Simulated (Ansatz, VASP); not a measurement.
**Sb in VASP and in Ansatz**

```xyz
1
Lattice="-1.5514 1.5514 2.6687 1.5514 -1.5514 2.6687 1.5514 1.5514 -2.6687" Properties=species:S:1:pos:R:3 pbc="T T T"
Sb    0.0000    0.0000    0.0000
```

Alike in both runs: task single point; functional PBE; k mesh 18 × 18 × 18; occupations gaussian, width 0.1 eV; no spin polarisation.

|  | VASP | Ansatz |
| --- | --- | --- |
| version | VASP 6.6.1 | Ansatz 0.2.0 |
| potentials or method | VASP PAW PBE potentials, release 64 (Sb) | scalar-relativistic, plane waves, PAW |
| plane-wave cutoff (eV) | 520 | 420 |
| valence electrons in the cell | 5 | 15 |

Ansatz gave:

* gap on the k mesh at the Fermi level (eV): none
* pressure (GPa): 5.5
* largest component of the traceless stress (GPa): 0.52

What did VASP give for the same quantities?

gap on the k mesh at the Fermi level (eV): none; pressure (GPa): 5.4; largest component of the traceless stress (GPa): 0.54.

A gap of «none» marks a metal or a gap that the smearing closes. The two sets of potentials don't hold the same shells in valence.

Spin-orbit coupling is left out, which matters for the levels of Sb.
